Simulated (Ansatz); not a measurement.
**Levels of theory for BaS (h-MgO type)**

All numbers come from the plane-wave code Ansatz. No magnetic order. The prototype was imposed, so other structures may be more stable.

Structure: BaS, h-MgO type, at its r2SCAN minimum. Ba has 5 S at 3.11–3.19 Å; S has 5 Ba at 3.11–3.19 Å.

Space group P6_3/mmc (No. 194). a = 5.384 Å, b = 5.384 Å, c = 6.382 Å, α = 90.00°, β = 90.00°, γ = 120.00°
```tsv
atom	site	symmetry	x	y	z
Ba	2c	-6m2	0.3333	0.6667	0.2500
S	2d	-6m2	0.6667	0.3333	0.2500
```

Relaxed lattice by functional, symmetry kept:

| functional | k mesh | a (Å) | c (Å) | volume (Å³/atom) |
| --- | --- | --- | --- | --- |
| PBE | 6×6×4 | 5.384 | 6.382 | 40.06 |
| r2SCAN | 6×6×4 | 5.384 | 6.382 | 40.06 |
| PBEsol | 6×6×4 | 5.310 | 6.290 | 38.40 |
| LDA | 6×6×4 | 5.256 | 6.231 | 37.26 |

Band edges at fixed r2SCAN geometry:
```json
{"level": "LDA", "k mesh": "6×6×4", "gap (eV)": "2.36", "kind": "indirect", "edges": "Γ → K", "least direct gap (eV)": "2.47", "rough cost": "7 core-seconds"}
{"level": "PBE", "k mesh": "6×6×4", "gap (eV)": "2.56", "kind": "indirect", "edges": "Γ → K", "least direct gap (eV)": "2.67", "rough cost": "17 core-seconds"}
{"level": "PBE+SOC", "k mesh": "6×6×4", "gap (eV)": "2.56", "kind": "indirect", "edges": "Γ → K", "least direct gap (eV)": "2.65", "rough cost": "50 core-seconds"}
{"level": "r2SCAN", "k mesh": "6×6×4", "gap (eV)": "2.90", "kind": "indirect", "edges": "Γ → K", "least direct gap (eV)": "3.02", "rough cost": "13 core-seconds"}
{"level": "G0W0@PBE (478 empty bands, 120 eV, 6×6×2)", "k mesh": "6×6×2", "gap (eV)": "3.88", "kind": "–", "edges": "Γ (mesh)", "least direct gap (eV)": "–", "rough cost": "18 core-minutes"}
```
PBE: smearing of 0.02 eV; the others have fixed occupations.
Wave cutoffs: 420 eV, 500 eV (r2SCAN).
The G0W0 gap is PBE's gap over the path plus the quasiparticle shift read on the mesh. The G0W0 figures hold for the stated bands, cutoff and mesh and aren't extrapolated.
Costs come from shared machines and give only the order; PBE's includes the band path. The runs had 2 threads of Intel(R) Xeon(R) Processor @ 2.70GHz, on a shared host.

With r2SCAN the valence top lies at Γ and the conduction bottom at K, 2.90 eV higher; the smallest vertical gap, at K, is 3.02 eV. Spin-orbit coupling changes the PBE gap by 0.00 eV, to 2.56 eV.

Set against the finite-basis gap of 3.88 eV from G0W0@PBE (478 empty bands, 120 eV, 6×6×2), the closest functional is r2SCAN, which differs by -0.98 eV; G0W0 itself took about 80 times r2SCAN's cost. The others: PBE -1.32, LDA -1.52 eV. The yardstick's own error is a tenth of an eV or more. For gaps to 0.1 eV, spin-orbit coupling (up to 0.02 eV here) can be left out. All these functionals give a gap of the same kind, indirect. G0W0's edges on its mesh differ in kind.

r2SCAN (ground state on 6×6×4): ε∞: 3.47 along x and y, 3.83 along z. Born charges, averaged over directions: Ba +2.30, S -2.30 e. PBE (ground state on 6×6×4): The clamped-ion dielectric constant comes out as 3.66 along x and y, 4.13 along z. Born charges, averaged over directions: Ba +2.32, S -2.32 e.

On the PBEsol cell (a = 5.310 Å, c = 6.290 Å), with PBEsol: All optical modes at Γ are real, from 63 to 183 cm⁻¹ without the longitudinal term; this says nothing of other wave vectors. With the long-range field the highest mode reaches 252 cm⁻¹. The program warns that the force constants, and all that is formed from them, aren't settled on this k mesh. ε∞: 3.79 along x and y, 4.30 along z. With the ions relaxed, ε⁰ is 7.2 along x and y, 11.9 along z. Born charges, averaged over directions: Ba +2.31, S -2.31 e.

Only the levels marked +SOC include spin-orbit coupling.
